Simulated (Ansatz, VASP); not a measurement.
**Be in VASP and in Ansatz**

INCAR

```
PREC     = Accurate       # precision mode
ENCUT    = 520            # plane-wave cutoff, eV
EDIFF    = 1E-7           # SCF threshold, eV
ISMEAR   = -1             # smearing method
SIGMA    = 0.05           # smearing width, eV
LREAL    = False          # projectors in reciprocal space
LASPH    = True           # aspherical terms in the spheres
NELM     = 80             # most SCF steps
ALGO     = Normal         # electronic algorithm
ISIF     = 2              # what is computed and relaxed
LWAVE    = False          # write WAVECAR
LCHARG   = False          # write CHGCAR
GGA      = PE             # functional
NBANDS   = 9              # bands
```

The input KPOINTS:

```
regular mesh
0
Gamma
  15 15 8
```

The input POSCAR:

```
Be
1.0
    2.2853000000      0.0000000000      0.0000000000
   -1.1426500000      1.9791278553      0.0000000000
    0.0000000000      0.0000000000      3.5842000000
Be
2
Direct
    0.2733333333      0.6366666667      0.2050000000
    0.7266666667      0.3633333333      0.7950000000
```

Input for Ansatz:

```yaml
crystal:
  lattice:
    - [2.2853, 0.0, 0.0]
    - [-1.14265, 1.9791278553, 0.0]
    - [0.0, 0.0, 3.5842]
  atoms:
    - { symbol: Be, position: [0.2733333333, 0.6366666667, 0.205] }
    - { symbol: Be, position: [0.7266666667, 0.3633333333, 0.795] }
kpoints:
  mp_grid: { grid: [15, 15, 8] }
scf:
  occupations: { method: fermi_dirac, width: 0.05 }
hamiltonian:
  xc: pbe
  pseudopotentials: { kind: all_electron, lapw: { basis_error: 0.001 } }
output:
  forces: true
  stress: true
  eigenvalues: true
  populations: true
```

Change from the starting cell: shortest bond scaled by 0.82, LAPW.

Alike in both runs: task single point; functional PBE; k mesh 15 × 15 × 8; occupations fermi-dirac, width 0.05 eV; no spin polarisation.

|  | VASP | Ansatz |
| --- | --- | --- |
| version | VASP 6.6.1 | Ansatz 0.2.0 |
| potentials or method | VASP PAW PBE potentials, release 64 (Be) | all-electron LAPW, scalar-relativistic |
| plane-wave cutoff (eV) | 520 | see its input |

|  | VASP | Ansatz | Ansatz less VASP |
| --- | --- | --- | --- |
| pressure (GPa) | 7.7 | 7.5 | -0.24 |
| largest component of the traceless stress (GPa) | 12.50 | 12.48 | -0.014 |
| rms of the force components (eV/Å) | 1.916 | 1.902 | -0.0143 |

Atom by atom the forces differ by 0.015 eV/Å (rms over components). Ansatz ran all-electron here, so the differences hold the error of VASP's frozen core and of both bases.

Caveats: forces of over 1 eV/Å show positions far from the minimum, so gaps and moduli don't describe the material at rest.
